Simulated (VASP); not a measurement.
VASP 6.6.1 run: BaS

INCAR

```
EDIFF = 1E-7
ISIF = 2
PREC = Accurate
LMAXMIX = 6
LREAL = .FALSE.
LWAVE = .FALSE.
ISMEAR = -1
NSW = 0
ENCUT = 520
LASPH = .TRUE.
SIGMA = 0.02
NELM = 79
LCHARG = .FALSE.
IBRION = -1
NBANDS = 24
GGA = PE
```

KPOINTS

```
KPOINTS created by Atomic Simulation Environment
0
Gamma
6 6 4
0 0 0
```

POSCAR

```
Ba S
 1.0000000000000000
     4.4421900018022855    0.0000000000000000    0.0000000000000000
    -2.2210950009011428    3.8470493899980207    0.0000000000000000
     0.0000000000000000    0.0000000000000000    7.8128292682999998
 Ba  S
   2   2
Cartesian
  0.0000000000000000  0.0000000000000000  0.0000000000000000
  0.0000000000000000  0.0000000000000000  3.9064146341500008
 -0.0000000000000000  2.5646995933320142  1.9532073170750004
  2.2210950009011428  1.2823497966660071  5.8596219512250007
```

The recommended PBE PAW datasets give the neutral cell 32 valence electrons.

Command

```
mpirun -np 1 vasp_std
```

Q: How does this run end, and what does it give?

A: It converged. Results: gap between bands v and c on the k mesh 2.31 eV; least direct gap on the k mesh 2.31 eV; pressure 0.6 GPa. Band v is the last that the valence electrons fill when counted band by band, and c is the next.

OSZICAR

```
N       E                     dE             d eps       ncg     rms          rms(c)
DAV:   1     0.199573139829E+03    0.19957E+03   -0.13701E+04  1008   0.116E+03
DAV:   2    -0.634560138873E+01   -0.20592E+03   -0.19255E+03  1376   0.212E+02
DAV:   3    -0.205568265185E+02   -0.14211E+02   -0.14095E+02  1440   0.589E+01
DAV:   4    -0.209896711138E+02   -0.43284E+00   -0.43239E+00  1528   0.970E+00
DAV:   5    -0.209975707716E+02   -0.78997E-02   -0.78970E-02  1328   0.120E+00    0.679E+00
DAV:   6    -0.199317094697E+02    0.10659E+01   -0.24137E+00  1224   0.648E+00    0.471E+00
DAV:   7    -0.199434998418E+02   -0.11790E-01   -0.75150E-01  1448   0.334E+00    0.279E+00
DAV:   8    -0.199615408163E+02   -0.18041E-01   -0.72855E-02  1184   0.129E+00    0.901E-01
DAV:   9    -0.199689641654E+02   -0.74233E-02   -0.19578E-02  1288   0.807E-01    0.179E-01
DAV:  10    -0.199700621267E+02   -0.10980E-02   -0.11946E-03  1232   0.192E-01    0.896E-02
DAV:  11    -0.199709427311E+02   -0.88060E-03   -0.97370E-04  1168   0.176E-01    0.560E-02
DAV:  12    -0.199709989168E+02   -0.56186E-04   -0.17251E-04  1464   0.610E-02    0.206E-02
DAV:  13    -0.199709983050E+02    0.61183E-06   -0.62460E-06  1344   0.116E-02    0.614E-03
DAV:  14    -0.199709987666E+02   -0.46164E-06   -0.13820E-06  1248   0.568E-03    0.609E-03
DAV:  15    -0.199709984742E+02    0.29242E-06   -0.42329E-07  1104   0.261E-03    0.117E-03
DAV:  16    -0.199709984972E+02   -0.22987E-07   -0.37706E-08   768   0.901E-04
   1 F= -.19970998E+02 E0= -.19970998E+02  d E =-.712524E-11
```

For comparison, a separate PBE run of the intended cell, on usual settings and not on those above, gives a gap of 2.31 eV on its mesh and a pressure of 0.6 GPa.
